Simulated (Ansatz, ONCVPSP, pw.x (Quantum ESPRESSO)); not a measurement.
**What a changed setting does to a pw.x run (bcc Pt)**

Potential: optimised norm-conserving Vanderbilt (ONCV), ONCVPSP 4.0.1.1 (patched build), PBE; core [Kr] 4d10 4f14, reference 5s2 5p6 5d9 6s1; waves: 5s+6s: rc 1.60 bohr, ncon 4, nbas 8, qcut 6.6 1/bohr, 2 projectors; 5p: rc 1.80 bohr, ncon 3, nbas 7, qcut 8 1/bohr, 2 projectors, debl 3.9 Ha; 5d: rc 2.15 bohr, ncon 4, nbas 8, qcut 7.1 1/bohr, 2 projectors, debl 3.7 Ha; local part: polynomial inside 1.15 bohr (lpopt 5, dvloc0 0 Ha); core correction: Teter function, fcfact 2.25, rcfact 1.05.

The reference run (k-mesh 15³, cutoffs 55/220 Ry, Fermi–Dirac 0.01 Ry, mixing_beta 0.4, conv_thr 1e-9, no spin) gives -2.39 GPa at 15.859 Å³/atom, where all-electron LAPW gives -0.19 GPa. This run, with its own iteration cap, changes mixing_beta to 0.9.

```
&control
  calculation='scf', prefix='x', pseudo_dir='./', outdir='./tmp', tstress=.true., disk_io='none'
/
&system
  ibrav=0, nat=1, ntyp=1, ecutwfc=55, ecutrho=220, nbnd=17,
  occupations='smearing', smearing='fd', degauss=0.01
/
&electrons
  conv_thr=1e-09, mixing_beta=0.9, electron_maxstep=60
/
ATOMIC_SPECIES
Pt 1.0 Pt.UPF
CELL_PARAMETERS angstrom
  -1.58272430 1.58272430 1.58272430
  1.58272430 -1.58272430 1.58272430
  1.58272430 1.58272430 -1.58272430
ATOMIC_POSITIONS crystal
Pt 0.0000 0.0000 0.0000
K_POINTS automatic
15 15 15 0 0 0
```

```bash
pw.x < Pt.scf.in > Pt.scf.out
```

Question: How does the run end?

Answer: It converges in 6 iterations; the free energy moves by +0.0 meV/atom and the pressure by +0.04 GPa. The result is that of the reference run.

```
Message from routine setup:
     using ibrav=0 with symmetry is DISCOURAGED, use correct ibrav instead
     lattice parameter (alat)  =       5.1804  a.u.
     unit-cell volume          =     107.0218 (a.u.)^3
     number of electrons       =        18.00
     number of Kohn-Sham states=           17
     kinetic-energy cutoff     =      55.0000  Ry
     charge density cutoff     =     220.0000  Ry
     scf convergence threshold =      1.0E-09
     Exchange-correlation= PBE
     number of k points=   120  Fermi-Dirac smearing, width (Ry)=  0.0100
     iteration #  1     ecut=    55.00 Ry     beta= 0.90
     total energy              =    -245.08746632 Ry
     estimated scf accuracy    <       0.07728408 Ry
     iteration #  2     ecut=    55.00 Ry     beta= 0.90
     total energy              =    -245.09967072 Ry
     estimated scf accuracy    <       0.07812994 Ry
     iteration #  3     ecut=    55.00 Ry     beta= 0.90
     total energy              =    -245.11716643 Ry
     estimated scf accuracy    <       0.00025351 Ry
     iteration #  4     ecut=    55.00 Ry     beta= 0.90
     total energy              =    -245.11726355 Ry
     estimated scf accuracy    <       0.00000256 Ry
     iteration #  5     ecut=    55.00 Ry     beta= 0.90
     total energy              =    -245.11726470 Ry
     estimated scf accuracy    <       0.00000010 Ry
     iteration #  6     ecut=    55.00 Ry     beta= 0.90
     the Fermi energy is    21.7435 ev
!    total energy              =    -245.11726472 Ry
     estimated scf accuracy    <          6.3E-10 Ry
     smearing contrib. (-TS)   =      -0.00441933 Ry
     The total energy is F=E-TS. E is the sum of the following terms:
     one-electron contribution =     -61.17963772 Ry
     hartree contribution      =      40.65161748 Ry
     xc contribution           =     -27.46931745 Ry
     ewald contribution        =    -197.11550770 Ry
     convergence has been achieved in   6 iterations
          total   stress  (Ry/bohr**3)                   (kbar)     P=      -23.46
     Message from routine punch:
     Nothing written, as per user request (disk_io='none')
```

The run took about 24 s on one core of a shared host (Neoverse-N1, 64 threads, 124 GiB, load 59).
